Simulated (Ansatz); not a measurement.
# Ionic part of the dielectric constant of BN at 1 GPa, mode by mode

Level of theory: Ansatz, DFT PBEsol, scalar-relativistic, plane waves, PAW. Settings: 420 eV plane-wave cutoff, Γ-centred 12×12×12 mesh, fixed occupations. No spin polarisation. Phonons by linear response, acoustic sum rule imposed.

Symmetry: R3m, No. 160, trigonal system. The conventional cell has a = 2.502 Å, b = 2.502 Å, c = 9.868 Å, α = 90.00°, β = 90.00°, γ = 120.00°. B (site symmetry 3m) has 3 N at 1.44 Å as nearest neighbours. Around N (site symmetry 3m) lie 3 B at 1.44 Å.

The crystal is built of layers and no dispersion correction was added, so the binding between them is poorly described, and with it their spacing and whatever depends on it.

The primitive cell has V = 17.83 Å³ and ε∞,yy = 4.867. Each polar mode adds Δε = (4.92064×10⁷/V)·S/ν² along y, with S its oscillator strength in e²/amu, ν in cm⁻¹ and V in Å³.

**Question.** From these modes, find each Δε and ε0,yy.
```tsv
ν (cm⁻¹)	S_yy (e²/amu)
1367.8	1.197
```

**Answer.**
| ν (cm⁻¹) | Δε |
| --- | --- |
| 1367.8 | 1.76 |

The sum is 1.765, so ε0,yy = 6.63; the run's tensor has 6.63.

**Question.** Where do the longitudinal modes lie for a wave vector along y?

**Answer.** At 1597 cm⁻¹. The Lyddane–Sachs–Teller product Π(ν_LO/ν_TO)² = 1.36 matches ε0/ε∞ = 1.36.

This form isn't the usual stable structure of the compound.

Cost: 1 run of about 1.1 core-minutes, on Arm Neoverse V1 (shared hosts).